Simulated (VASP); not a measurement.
# ZnO (zincite) (P6_3mc) in VASP: further runs, part 2 of 2

VASP 6.6.1.

### Step 4. Relaxation of cell and atoms, PBEsol

This run uses another cell than the first one, of 11.84 Å³/atom, 0.965 times its volume.

INCAR reads:

```
SYSTEM = ZnO
PREC = Accurate
ENCUT = 600
EDIFF = 1E-7
ISMEAR = 0
SIGMA = 0.03
LREAL = .False.
LASPH = .True.
NELM = 80
ALGO = Normal
ISIF = 3
LWAVE = .False.
LCHARG = .False.
GGA = PS
IBRION = 2
NSW = 90
EDIFFG = -0.005
KPAR = 2
```

KPOINTS reads:

```
regular mesh
0
Gamma
  9 9 5
  0 0 0
```

POSCAR reads:

```
ZnO                                     
1.0
    3.2361380819      0.0000000000      0.0000000000
   -1.6180690409      2.8025777890      0.0000000000
    0.0000000000     -0.0000000000      5.2217173697
  Zn              O             
     2     2
Direct
     0.3333333332999970    0.6666666667000030    0.4999792796701107
     0.6666666667000030    0.3333333332999970    0.9999792796701108
     0.6666666667000030    0.3333333332999970    0.3790307203298902
     0.3333333332999970    0.6666666667000030    0.8790307203298902
```

Potentials or basis: VASP PAW PBE potentials, release 64 (Zn, O).

On the command line:

```sh
> cat potpaw_PBE.64/Zn/POTCAR potpaw_PBE.64/O/POTCAR > POTCAR
> mpirun -np 2 vasp_std > vasp.out
```

OUTCAR:

```text
SYSTEM = ZnO
   PREC = Accurate
   ENCUT = 600
   EDIFF = 1E-7
   ISMEAR = 0
   LREAL = .False.
   LASPH = .True.
   NELM = 80
   ISIF = 3
   GGA = PS
   IBRION = 2
   NSW = 90
   EDIFFG = -0.005

 ion  position               nearest neighbor table
   1  0.333  0.667  0.500-   3 1.97   3 1.97   3 1.97   4 1.98
   2  0.667  0.333  1.000-   4 1.97   4 1.97   4 1.97   3 1.98
   3  0.667  0.333  0.379-   1 1.97   1 1.97   1 1.97   2 1.98
   4  0.333  0.667  0.879-   2 1.97   2 1.97   2 1.97   1 1.98

  LATTYP: Found a hexagonal cell.
 ALAT       =     3.2361380819
 C/A-ratio  =     1.6135644517

  Lattice vectors:

 A1 = (   3.2361380819,   0.0000000000,   0.0000000000)
 A2 = (  -1.6180690409,   2.8025777890,   0.0000000000)
 A3 = (   0.0000000000,   0.0000000000,   5.2217173697)

Analysis of symmetry for initial positions (statically):
=====================================================================
 Subroutine PRICEL returns:
 Original cell was already a primitive cell.

 Routine SETGRP: Setting up the symmetry group for a
 hexagonal supercell.

 Subroutine GETGRP returns: Found 12 space group operations
 (whereof  6 operations were pure point group operations)
 out of a pool of 24 trial point group operations.

The static configuration has the point symmetry C_3v.
 The point group associated with its full space group is C_6v.

Analysis of symmetry for dynamics (positions and initial velocities):
=====================================================================
 Subroutine PRICEL returns:
 Original cell was already a primitive cell.

 Routine SETGRP: Setting up the symmetry group for a
 hexagonal supercell.

 Subroutine GETGRP returns: Found 12 space group operations
 (whereof  6 operations were pure point group operations)
 out of a pool of 24 trial point group operations.

The dynamic configuration has the point symmetry C_3v.
[... 180 lines left out ...]
      1.61807      0.93419      1.97919        -0.000000      0.000000     -0.000464
     -0.00000      1.86839      4.59005        -0.000000     -0.000000     -0.000464
 -----------------------------------------------------------------------------------
    total drift:                                0.000000      0.000000     -0.000392

  FREE ENERGIE OF THE ION-ELECTRON SYSTEM (eV)
  ---------------------------------------------------
  free  energy   TOTEN  =       -19.4151596332 eV

  energy  without entropy=      -19.4151596332  energy(sigma->0) =      -19.41515963

--------------------------------------- Ionic step        2  -------------------------------------------

 number of electron      36.0000009 magnetization

 Free energy of the ion-electron system (eV)
  ---------------------------------------------------
  ext. energy  EPLUGINS =         0.00000000
  ---------------------------------------------------
  free energy    TOTEN  =       -19.41516121 eV

  energy without entropy =      -19.41516121  energy(sigma->0) =      -19.41516121

 E-fermi :   1.2966     XC(G=0): -11.2086

 val. band max:        1.0906943690   @ k =   0.0000   0.0000   0.0000
 cond. band min:       1.7731292865   @ k =   0.0000   0.0000   0.0000
 fundamental gap:      0.6824349174
 Fermi energy:         1.2966029786

 k-point     1 :       0.0000    0.0000    0.0000
  band No.  band energies     occupation
      1     -16.9899      2.00000
      2     -16.2437      2.00000
      3      -4.6701      2.00000
      4      -4.6478      2.00000
      5      -4.6478      2.00000
      6      -4.6038      2.00000
[... 589 lines left out ...]
     21       8.7856      0.00000
     22       9.0862      0.00000

 [... further k-points ...]

------------------------ aborting loop because EDIFF is reached ----------------------------------------

  FORCE on cell =-STRESS in cart. coord.  units (eV):
  Direction    XX          YY          ZZ          XY          YZ          ZX
  --------------------------------------------------------------------------------------
  -------------------------------------------------------------------------------------
  Total       -0.0180025     -0.0180025     -0.0142867     -0.0000000     -0.0000000      0.0000000
  in kB       -0.6085546     -0.6085546     -0.4829472     -0.0000000     -0.0000000      0.0000000
  external PRESSURE =      -0.5666854 kB  Pullay stress =       0.0000000 kB

 VOLUME and BASIS-vectors are now :
 -----------------------------------------------------------------------------
  energy-cutoff  :      600.00
  volume of cell :       47.40
      direct lattice vectors                 reciprocal lattice vectors
     3.236760814  0.000000000  0.000000000     0.308950849  0.178372856 -0.000000000
    -1.618380407  2.803117091  0.000000000    -0.000000000  0.356745711 -0.000000000
     0.000000000  0.000000000  5.223862634     0.000000000 -0.000000000  0.191429230

 POSITION                                       TOTAL-FORCE (eV/Angst)
 -----------------------------------------------------------------------------------
     -0.00000      1.86874      2.61185         0.000000      0.000000      0.002121
      1.61838      0.93437      5.22378         0.000000      0.000000      0.002121
      1.61838      0.93437      1.97998        -0.000000     -0.000000     -0.002121
     -0.00000      1.86874      4.59191        -0.000000     -0.000000     -0.002121
 -----------------------------------------------------------------------------------
    total drift:                                0.000000      0.000000     -0.000394

  FREE ENERGIE OF THE ION-ELECTRON SYSTEM (eV)
  ---------------------------------------------------
  free  energy   TOTEN  =       -19.4151612083 eV

  energy  without entropy=      -19.4151612083  energy(sigma->0) =      -19.41516121

 reached required accuracy - stopping structural energy minimisation
```

Wall time 36 s (2 MPI ranks of Intel Xeon Platinum 8375C at 2.90GHz (Ice Lake), shared host); peak memory 0.19 GiB.

Results:

```yaml
Free_energy: -19.4152 eV
Relaxed_volume: 11.85 Å³/atom
Relaxed_cell: a = 3.237 Å, b = 3.237 Å, c = 5.224 Å, α = 90.00°, β = 90.00°, γ = 120.00°
Space_group_after_relaxing_to_0.05_Å: P6_3mc (No. 186)
Energy_gained_by_relaxing: 0.0 meV/atom
Ionic_steps: 2
Pressure_after_relaxing: -0.1 GPa
Band_gap_on_the_k_mesh: 0.68 eV, direct
```

Forces on the atoms (eV/Å):
```
Zn   0.000  0.000  0.002
Zn   0.000  0.000  0.002
O    0.000  0.000 -0.002
O    0.000  0.000 -0.002
```

Final structure:
```xyz
4
Lattice="3.2368 0.0000 0.0000 -1.6184 2.8031 0.0000 0.0000 0.0000 5.2239" Properties=species:S:1:pos:R:3 pbc="T T T"
Zn    0.0000    1.8687    2.6118
Zn    1.6184    0.9344    5.2238
O     1.6184    0.9344    1.9800
O     0.0000    1.8687    4.5919
```

Levels at points of the mesh, in eV from the valence-band top:
```
           k point  band 15  band 16  band 17  band 18  band 19  band 20  band 21  band 22
(0.00, 0.00, 0.00)    -0.81    -0.09     0.00     0.00     0.68     5.13     8.08    12.80
```

Caveat: the PAW data sets were made with another functional, which shifts forces and pressure a little. Expect the measured gap to be larger: semilocal functionals such as PBEsol lack the derivative discontinuity.

### Step 5. Relaxation of cell and atoms, LDA

This run uses another cell than the first one, of 11.90 Å³/atom, 0.969 times its volume.

INCAR reads:

```
SYSTEM = ZnO
ALGO = Normal
EDIFF = 1E-6
EDIFFG = -0.01
ENCUT = 600
GGA = CA
IBRION = 2
ISIF = 3
ISMEAR = 0
LASPH = .True.
LCHARG = .False.
LREAL = .False.
LWAVE = .False.
NELM = 80
NSW = 90
PREC = Accurate
SIGMA = 0.03
```

KPOINTS reads:

```
k-points
0
Gamma
  9 9 5
  0 0 0
```

POSCAR reads:

```
ZnO
1.0
    3.2493080000      0.0000000000      0.0000000000
   -1.6246540000      2.8139832727      0.0000000000
    0.0000000000      0.0000000000      5.2057090000
Zn O
2 2
Direct
    0.3333333333      0.6666666667      0.5000000000
    0.6666666667      0.3333333333      0.0000000000
    0.6666666667      0.3333333333      0.3790100000
    0.3333333333      0.6666666667      0.8790100000
```

Potentials or basis: VASP PAW LDA potentials, release 64 (Zn, O).

On the command line:

```sh
> cat potpaw_LDA.64/Zn/POTCAR potpaw_LDA.64/O/POTCAR > POTCAR
> mpirun -np 1 vasp_std > vasp.out
```

Run time: 2.1 min. Hardware: 1 thread of Intel Xeon Platinum 8488C (Sapphire Rapids), shared host; peak memory 0.18 GiB.

Results (log left out):

| Quantity | Value |
| --- | --- |
| Free energy | -21.1676 eV |
| Relaxed volume | 11.40 Å³/atom |
| Relaxed cell | a = 3.194 Å, b = 3.194 Å, c = 5.164 Å, α = 90.00°, β = 90.00°, γ = 120.00° |
| Space group after relaxing (to 0.05 Å) | P6_3mc (No. 186) |
| Energy gained by relaxing | 10.4 meV/atom |
| Ionic steps | 11 |
| Pressure after relaxing | 0.0 GPa |
| Largest force after relaxing | 0.004 eV/Å |
| Band gap on the k mesh | 0.80 eV, direct |

Forces in eV/Å, atoms in the order of the input:
```
Zn   0.000  0.000 -0.004
Zn   0.000  0.000 -0.004
O    0.000  0.000  0.004
O    0.000  0.000  0.004
```

Step by step:
```tsv
step	energy change (eV)	largest force (eV/Å)	pressure (GPa)	volume (Å³)
1	0.0000	0.0554	-6.25	47.60
2	-0.0262	0.0408	4.43	44.47
3	-0.0413	0.0024	0.05	45.61
4	-0.0413	0.0043	-0.06	45.65
5	-0.0414	0.0188	-0.27	45.66
6	-0.0414	0.0185	-0.15	45.66
7	-0.0415	0.0183	0.08	45.59
8	-0.0415	0.0185	0.09	45.58
9	-0.0416	0.0020	0.14	45.58
10	-0.0416	0.0030	0.05	45.59
11	-0.0416	0.0038	0.01	45.62
```

Final structure:
```cif
data_structure
_symmetry_space_group_name_H-M 'P 1'
_symmetry_Int_Tables_number 1
_cell_length_a 3.1939
_cell_length_b 3.1939
_cell_length_c 5.1636
_cell_angle_alpha 90.000
_cell_angle_beta 90.000
_cell_angle_gamma 120.000
_cell_volume 45.62
loop_
_atom_site_label
_atom_site_type_symbol
_atom_site_fract_x
_atom_site_fract_y
_atom_site_fract_z
_atom_site_occupancy
Zn1 Zn 0.33333 0.66667 0.50035 1
Zn2 Zn 0.66667 0.33333 0.00035 1
O1 O 0.66667 0.33333 0.37866 1
O2 O 0.33333 0.66667 0.87866 1
```

Levels at points of the mesh, in eV from the valence-band top:
```
           k point  band 16  band 17  band 18  band 19  band 20  band 21
(0.00, 0.00, 0.00)    -0.10     0.00     0.00     0.80     5.27     8.18
```

LDA gaps usually lie below the measured ones, often by a third to a half. Zero-point motion and thermal expansion aren't in these numbers.
